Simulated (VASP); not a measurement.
Crystal: GaP.

```
Ga P
1.0
     0.00000    2.72525    2.72525
     2.72525    0.00000    2.72525
     2.72525    2.72525    0.00000
Ga P
1 1
Cartesian
  0.0000 0.0000 0.0000
  4.0879 4.0879 4.0879
```

```yaml
Program: VASP 6.6.1
Task: relaxation of cell and atoms
Functional: PW91
Potentials_or_basis: VASP PAW PBE potentials, release 64 (Ga_d, P)
Cutoff: 600 eV
k_mesh: 8 × 8 × 8
Occupations: fermi-dirac, width 0.05 eV
Spin: no spin polarisation
```

At the start: pressure 2.4 GPa; volume 20.24 Å³/atom.

Problem. How do energy, volume and symmetry change on relaxing?

Solution. Over 3 steps the energy falls by 4.4 meV/atom and the volume is 20.84 Å³/atom (+3.0 %); space group F-43m (No. 216, to 0.05 Å).

Step by step:
| step | energy change (eV) | largest force (eV/Å) | pressure (GPa) | volume (Å³) |
| --- | --- | --- | --- | --- |
| 1 | 0.0000 | 0.0000 | 2.41 | 40.48 |
| 2 | -0.0067 | 0.0000 | -1.07 | 42.29 |
| 3 | -0.0088 | 0.0000 | 0.00 | 41.68 |

Final structure:
```yaml
crystal:
  lattice:
    - [0.00000, 2.75192, 2.75192]
    - [2.75192, 0.00000, 2.75192]
    - [2.75192, 2.75192, 0.00000]
  atoms:
    - { symbol: Ga, position: [0.00000, 0.00000, 0.00000] }
    - { symbol: P, position: [0.75000, 0.75000, 0.75000] }
```

Caveat: the PAW data sets were made with another functional, which shifts forces and pressure a little.
